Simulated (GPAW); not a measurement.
Runs of GPAW 26.7.0 on Ru. Symmetry: P6_3/mmc, No. 194, hexagonal system. Conventional cell: a = 2.706 Å, b = 2.706 Å, c = 4.282 Å, α = 90.00°, β = 90.00°, γ = 120.00°. Around Ru (site symmetry -6m2) lie 12 Ru at 2.65 to 2.71 Å. 

| task | level | potentials or basis | spin | cell | band path | band points | spin axis theta (degrees) | spin axis phi (degrees) | data set | gap on the mesh (eV) | pressure (GPa) |
| --- | --- | --- | --- | --- | --- | --- | --- | --- | --- | --- | --- |
| band structure | mBEEF | GPAW PAW data sets (gpaw-data 1.2.1), pw | SOC, no magnetisation | as given | GMKGALHA,LM,KH | 60 | 0 | 0 | - | - | -10.3 |
| band structure | LDA | JTH PAW 2.0, LDA, pw | off | as given | GMKGALHA,LM,KH | 80 | - | - | Ru jth | - | -13.0 |
| relaxation of cell and atoms | OLYP+D4 | PAW data sets generated in the run's folder for this functional, pw | off | relaxed to -2 GPa | - | - | - | - | - | none | -2.0 |
| band structure | OLYP | PAW data sets generated in the run's folder for this functional, pw | SOC, no magnetisation | as given | GMKGALHA,LM,KH | 60 | 54.7 | 45 | - | - | (a) |
| band structure | revTPSS | GPAW PAW data sets (gpaw-data 1.2.1), pw | SOC, no magnetisation | as given | GMKGALHA,LM,KH | 80 | 90 | 45 | - | - | -6.1 |
| relaxation of cell and atoms | BLYP+D4 | PAW data sets generated in the run's folder for this functional, pw | off | relaxed | - | - | - | - | - | none | 0.0 |

Alike in all rows: k mesh 8 × 8 × 5; cutoff (eV) 600; smearing fermi-dirac 0.05 eV.

Q: Estimate the missing entries.

A: (a) -2.1.

Caveats: spin-orbit coupling was added after a scalar SCF, so levels and gaps hold it while energy, forces, pressure and moments don't (some runs); this program's spin-orbit splittings come out too wide for heavy elements (some runs); the PAW data sets were made with another functional, which shifts forces and pressure a little (some runs); later steps reuse the first step's grids (some runs); pairwise dispersion overbinds metals, which lowers pressure and volume (some runs); the program truncates these outside data sets (some runs).

A k mesh can miss the band edges, and rows without SOC leave out spin-orbit coupling on Ru.

A gap of «none» marks a metal or a gap under the smearing width.

Runs at the PBE level aren't shown here.
